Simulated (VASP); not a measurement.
C:

```xyz
2
Lattice="0.0000 1.7834 1.7834 1.7834 0.0000 1.7834 1.7834 1.7834 0.0000" Properties=species:S:1:pos:R:3 pbc="T T T"
C     2.6751    2.6751    2.6751
C     1.7834    1.7834    1.7834
```

This isn't the form of C at room conditions, which is graphite.

Base run:

| Property | Result |
| --- | --- |
| Program | VASP 6.6.1 |
| Functional | PBEsol |
| Potentials or basis | VASP PAW PBE potentials, release 64 (C) |
| Cutoff | 520 eV |
| k mesh | 13 × 13 × 13 |
| Occupations | fermi-dirac, width 0.05 eV |
| Spin | no spin polarisation |

Its results: band gap on the k mesh 4.01 eV, indirect (least direct gap 5.54 eV).

After a change of settings the same cell gave: band gap on the k mesh 4.14 eV, indirect (least direct gap 5.59 eV). Which change was it?
A. functional from PBEsol to rSCAN; further incar settings from ALGO = Fast; EDIFF = 1e-06; NBANDS = 11 to ALGO = Normal; EDIFF = 1e-06; NBANDS = 11
B. functional from PBEsol to r2SCAN; further incar settings from ALGO = Fast; EDIFF = 1e-06; NBANDS = 11 to ALGO = Normal; EDIFF = 1e-07; NBANDS = 11
C. functional from PBEsol to SCAN; further incar settings from ALGO = Fast; EDIFF = 1e-06; NBANDS = 11 to ALGO = Normal; EDIFF = 1e-06
D. functional from PBEsol to RPBE

D.

Runs at the PBE level aren't shown here.
